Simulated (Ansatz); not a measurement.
# BN: response to strain

BN is deformed so: zz strain of +2 %. What stress and forces result, by LAPW, PAW and all-electron datasets made for the crystal?

Method: DFT PBEsol, scalar-relativistic, in Ansatz 0.2.0.

**1. The starting structure**

It takes space group P6_3/mmc (No. 194, hexagonal). The conventional cell has a = 2.504 Å, b = 2.504 Å, c = 6.661 Å, α = 90.00°, β = 90.00°, γ = 120.00°. B (site symmetry -6m2) has 3 N at 1.45 Å in its first shell of neighbours. N (site symmetry -6m2) has 3 B at 1.45 Å in its first shell of neighbours.

Coordinates:

```cif
data_structure
_symmetry_space_group_name_H-M 'P6_3/mmc'
_symmetry_Int_Tables_number 194
_cell_length_a 2.5040
_cell_length_b 2.5040
_cell_length_c 6.6612
_cell_angle_alpha 90.000
_cell_angle_beta 90.000
_cell_angle_gamma 120.000
_cell_volume 36.17
loop_
_atom_site_label
_atom_site_type_symbol
_atom_site_symmetry_multiplicity
_atom_site_Wyckoff_symbol
_atom_site_fract_x
_atom_site_fract_y
_atom_site_fract_z
_atom_site_occupancy
B1 B 2 c 0.33333 0.66667 0.25000 1
N1 N 2 d 0.33333 0.66667 0.75000 1
```

The file gives the conventional cell by its symmetry; the runs use the cell typed in the input.

Atoms are numbered in the order of the input: B1, B2, N3, N4.

**2. After the deformation**

Space group P6_3/mmc before, P6_3/mmc after.

**3. Full-potential LAPW**

File input.yaml:

```yaml
crystal:
  lattice:
    - [2.5039917043, 0.0, 0.0]
    - [-1.2519958522, 2.1685204268, 0.0]
    - [0.0, 0.0, 6.794424]
  atoms:
    - { symbol: B, position: [0.3333333333, 0.6666666667, 0.25] }
    - { symbol: B, position: [0.6666666667, 0.3333333333, 0.75] }
    - { symbol: "N", position: [0.3333333333, 0.6666666667, 0.75] }
    - { symbol: "N", position: [0.6666666667, 0.3333333333, 0.25] }
kpoints:
  mp_grid: { grid: [11, 11, 4] }
  band_path:
    path:
      - [0.0, 0.0, 0.0]
      - [0.5, 0.0, 0.0]
      - [0.3333333333, 0.3333333333, 0.0]
      - [0.0, 0.0, 0.0]
      - [0.0, 0.0, 0.5]
      - [0.5, 0.0, 0.5]
      - [0.3333333333, 0.3333333333, 0.5]
      - [0.0, 0.0, 0.5]
      - [0.5, 0.0, 0.5]
    npoints: 5
scf:
  occupations: { method: fermi_dirac, width: 0.03 }
hamiltonian:
  xc: pbesol
  pseudopotentials: { kind: all_electron, lapw: { basis_error: 0.0005 } }
output:
  forces: true
  stress: true
  eigenvalues: true
```

Started as:

```console
ansatz run input.yaml --threads 1 --pin off --max-ram 4096MiB --backend cpu --events-out ev --progress --plain --runs-dir out
```

**4. PAW on the default files**

File input.yaml:

```yaml
crystal:
  lattice:
    - [2.5039917043, 0.0, 0.0]
    - [-1.2519958522, 2.1685204268, 0.0]
    - [0.0, 0.0, 6.794424]
  atoms:
    - { symbol: B, position: [0.3333333333, 0.6666666667, 0.25] }
    - { symbol: B, position: [0.6666666667, 0.3333333333, 0.75] }
    - { symbol: "N", position: [0.3333333333, 0.6666666667, 0.75] }
    - { symbol: "N", position: [0.6666666667, 0.3333333333, 0.25] }
kpoints:
  mp_grid: { grid: [11, 11, 4] }
scf:
  occupations: { method: fermi_dirac, width: 0.03 }
hamiltonian:
  xc: pbesol
  pseudopotentials: { kind: paw }
output:
  forces: true
  stress: true
  eigenvalues: true
  efg: { contact_densities: true }
  write_density: true
  write_potential: true
  elf: true
  volumetric_format: npy
```

**5. Datasets made for this crystal**

Changes to input.yaml since step 4:

```diff
@@ -16,3 +16,3 @@
   xc: pbesol
-  pseudopotentials: { kind: paw }
+  pseudopotentials: { kind: all_electron, datasets: crystal }
 output:
@@ -22,5 +22 @@
   efg: { contact_densities: true }
-  write_density: true
-  write_potential: true
-  elf: true
-  volumetric_format: npy
```

(Steps that only read results are left out.)

What does the calculation give? Wanted: pressure; largest shear or deviatoric stress.

As calculated:

| quantity | value |
| --- | --- |
| pressure | LAPW 0.26, PAW 0.28, crystal datasets 0.26 GPa |
| largest shear or deviatoric stress (LAPW) | 0.21 GPa |

The largest part of the stress beyond the pressure is 0.21 GPa in size, in the zz component; the atoms are carried along and not relaxed. No run of the undeformed cell stands beside it, so pressure and stress hold what the given cell had before the change, as far as its symmetry allows. PAW: stress within 0.05 GPa of LAPW. Crystal datasets: stress within 0.01 GPa of LAPW.
